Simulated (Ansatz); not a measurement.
## AlAu in Ansatz: the effect of functional

AlAu:

```xyz
2
Lattice="3.2453 0.0000 0.0000 0.0000 3.2453 0.0000 0.0000 0.0000 3.2453" Properties=species:S:1:pos:R:3 pbc="T T T"
Au    1.6226    1.6226    1.6226
Al    0.0000    0.0000    0.0000
```

The cell comes from a database or a generator and needn't be the stable form of this composition.

The cell isn't the ideal one: volume scaled by 1.02.

Alike in all runs:

```yaml
Program: Ansatz 0.2.0
Task: single point
Potentials_or_basis: Ansatz PAW
k_mesh: 8 × 8 × 8
Occupations: fermi-dirac, width 0.05 eV
Spin: no spin polarisation
```

| functional | cutoff | pressure (GPa) |
| --- | --- | --- |
| LDA | 420 eV (not typed: the program's choice for these potentials) | ? |
| PBEsol | 420 eV (not typed: the program's choice for these potentials) | -7.0 |
| r2SCAN | 500 eV (not typed: the program's choice for these potentials) | -6.8 |

**Question.** What does the run with functional LDA give?

**Answer.** Pressure -9.5 GPa.

Caveats: the PAW data sets come from PBE, with cores solved anew for the run's functional, which leaves a small shift of forces and pressure.
